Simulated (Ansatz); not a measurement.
The system is Pd.

```
Pd
1.0
    -1.57228    1.57228    1.57228
     1.57228   -1.57228    1.57228
     1.57228    1.57228   -1.57228
Pd
1
Direct
  0.00000 0.00000 0.00000
```

This isn't the form of Pd at room conditions, which is fcc.

| Item | Value |
| --- | --- |
| Program | Ansatz 0.2.0 |
| Task | relaxation of cell and atoms |
| Functional | RPBE |
| Dispersion | D4 |
| Potentials or basis | Ansatz PAW |
| Cutoff | 420 eV (not typed: the program's choice for these potentials) |
| k mesh | 12 × 12 × 12 |
| Occupations | fermi-dirac, width 0.05 eV |
| Spin | no spin polarisation |

At the start: volume 15.55 Å³/atom.

**Question.** Where does the relaxation end?

**Answer.** It ends after 5 steps and the volume is 15.04 Å³/atom (-3.3 %); space group Im-3m (No. 229, to 0.05 Å).

Step by step:
```tsv
step	energy change (eV)	largest force (eV/Å)	volume (Å³)
1	0.0000	0.0000	15.55
2	-0.0040	0.0000	14.66
3	-0.0090	0.0000	15.06
4	-0.0091	0.0000	15.04
5	-0.0088	0.0000	15.04
```

Final structure:
```yaml
crystal:
  lattice:
    - [-1.55484, 1.55484, 1.55484]
    - [1.55484, -1.55484, 1.55484]
    - [1.55484, 1.55484, -1.55484]
  atoms:
    - { symbol: Pd, position: [0.00000, 0.00000, 0.00000] }
```

Caveat: the plane-wave basis is chosen anew once the cell has moved, so the energies of steps on either side of that aren't comparable; pairwise dispersion overbinds metals, which lowers pressure and volume; the PAW data sets come from PBE, with cores solved anew for the run's functional, which leaves a small shift of forces and pressure.
